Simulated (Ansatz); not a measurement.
Input and command of a plane-wave DFT calculation in Ansatz:

```yaml
crystal:
  lattice:
    - [4.1003585939, 0.0, 0.0]
    - [0.0, 3.8102388821, 0.0]
    - [0.0, 0.0, 4.9902465902]
  atoms:
    - { symbol: Sn, position: [0.0, 0.5, 0.2272965625] }
    - { symbol: Sn, position: [0.5, 0.0, 0.7727034375] }
    - { symbol: O, position: [0.5, 0.5, 0.0138044462] }
    - { symbol: O, position: [0.0, 0.0, -0.0138044462] }
basis:
  ecutwfc: 420
kpoints:
  mp_grid: { grid: [10, 10, 8] }
hamiltonian:
  xc: pbe
scf:
  occupations: { method: gaussian, width: 0.01 }
output:
  forces: true
  stress: true
  eigenvalues: true
  write_density: true
  write_potential: true
  elf: true
  volumetric_format: npy
relax:
  adjacent_minimum: "off"
  f_tol: 0.008
  max_steps: 40
  cell: { stress_tol: 0.015, fix: [a, angles] }
```

```bash
ansatz run input.yaml --threads 1 --pin off --max-ram 2560MiB --backend cpu --events-out ev --progress --plain --runs-dir out
```

Processor: Intel(R) Xeon(R) 6975P-C (Granite Rapids), 1 thread, on a host shared with other jobs.

Q: Estimate time, memory and problem size.

A: About 2.3 min on 1 thread of Intel(R) Xeon(R) 6975P-C (Granite Rapids), with other jobs on the host, peak memory 0.57 GiB. It solves 24 bands at 180 k points (the mesh reduced by symmetry) with about 1497 plane waves (on the last cell), in 80 SCF iterations over 13 ionic steps.
